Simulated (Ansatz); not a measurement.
# AlCu: the cost of one run

Program: Ansatz 0.2.0. Level of theory: DFT PBE, scalar-relativistic, plane waves, PAW. These are calculated values, not measurements.

## Step 1: The structure to begin with

It takes space group Fd-3m (No. 227, cubic). Conventional cell: a = 6.319 Å, b = 6.319 Å, c = 6.319 Å, α = 90.00°, β = 90.00°, γ = 90.00°. Around Al (site symmetry -43m) lie 4 Al at 2.74 Å and 4 Cu at 2.74 Å. Cu (site symmetry -43m) is surrounded by 4 Al at 2.74 Å and 4 Cu at 2.74 Å.

Structure file:

```
CELL_PARAMETERS angstrom
0.00000 3.15968 3.15968
3.15968 0.00000 3.15968
3.15968 3.15968 0.00000
ATOMIC_POSITIONS crystal
Al 0.75000 0.75000 0.75000
Al 0.50000 0.50000 0.50000
Cu 0.00000 0.00000 0.00000
Cu 0.25000 0.25000 0.25000
```

A structure generator made this guess: random cell by space group and Wyckoff sites (Fd-3m, No. 227). Lengths come from tabulated atomic sizes and are only a guess.

## Step 2: The guess as it stands, on a coarse mesh

Input file input.yaml:

```yaml
crystal:
  lattice:
    - [0.0, 3.15968089, 3.15968089]
    - [3.15968089, 0.0, 3.15968089]
    - [3.15968089, 3.15968089, 0.0]
  atoms:
    - { symbol: Al, position: [0.75, 0.75, 0.75] }
    - { symbol: Al, position: [0.5, 0.5, 0.5] }
    - { symbol: Cu, position: [0.0, 0.0, 0.0] }
    - { symbol: Cu, position: [0.25, 0.25, 0.25] }
basis:
  ecutwfc: 420
kpoints:
  mp_grid: { grid: [6, 6, 6] }
hamiltonian:
  xc: pbe
scf:
  occupations: { method: gaussian, width: 0.1 }
  lower_state_search: "off"
output:
  forces: true
  stress: true
  eigenvalues: true
```

Command:

```bash
$ ansatz run input.yaml --threads 1 --pin off --max-ram 2560MiB --backend cpu --events-out ev --progress --plain --runs-dir out
```

Q: Estimate wall time and peak memory on 1 thread of Intel Xeon Platinum 8488C (Sapphire Rapids), shared host.

About 1.1 s, with a peak of 0.35 GiB.
